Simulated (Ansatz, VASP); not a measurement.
## Two plane-wave programs on LiH

```
Li H
1.0
     0.00000    1.99009    1.99009
     1.99009    0.00000    1.99009
     1.99009    1.99009    0.00000
Li H
1 1
Cartesian
  0.0000 0.0000 0.0000
  1.9901 1.9901 1.9901
```

Alike in both runs: functional PBEsol; k mesh 10 × 10 × 10; no spin polarisation.

Ansatz relaxed the structure, and its values are those at the end. VASP's run is a single point on that final structure, the one shown.

|  | VASP | Ansatz |
| --- | --- | --- |
| version | VASP 6.6.1 | Ansatz 0.2.0 |
| potentials or method | VASP PAW PBE potentials, release 64 (Li_sv, H) | scalar-relativistic, plane waves, PAW |
| plane-wave cutoff (eV) | 520 | 420 |
| occupations | gaussian, width 0.01 eV | fixed |
| valence electrons in the cell | 4 | 4 |

```csv
,VASP,Ansatz,Ansatz less VASP
gap on the k mesh at the Fermi level (eV),2.73,2.73,0.000
least direct gap on the mesh (eV),2.73,2.73,0.000
```

 A k mesh can miss the band edges.
